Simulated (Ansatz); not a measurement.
## Na in Ansatz: the effect of target pressure

The system is Na.

```
Na
1.0
    -2.14100    2.14100    2.14100
     2.14100   -2.14100    2.14100
     2.14100    2.14100   -2.14100
Na
1
Direct
  0.00000 0.00000 0.00000
```

Alike in all runs:

- Program: Ansatz 0.2.0
- Task: relaxation of cell and atoms
- Functional: PBEsol
- Potentials or basis: Ansatz PAW
- Cutoff: 420 eV (not typed: the program's choice for these potentials)
- k mesh: 9 × 9 × 9
- Occupations: fermi-dirac, width 0.05 eV
- Spin: no spin polarisation

Each run relaxes the cell or the atoms first.

Task: One run gave: relaxed volume 25.83 Å³/atom. Which target pressure did it use?
A. 20 GPa
B. 10 GPa
C. 30 GPa
D. 5 GPa
E. 2 GPa

Result: D.

```csv
target pressure,relaxed volume (Å³/atom)
0 GPa,36.23
2 GPa,30.23
5 GPa,25.83
10 GPa,21.97
20 GPa,18.10
30 GPa,15.98
```

Caveats: the plane-wave basis is chosen anew once the cell has moved, so the energies of steps on either side of that aren't comparable; the PAW data sets come from PBE, with cores solved anew for the run's functional, which leaves a small shift of forces and pressure; the volume moved by over 15 % at a fixed basis, so the end points are rough (some runs).
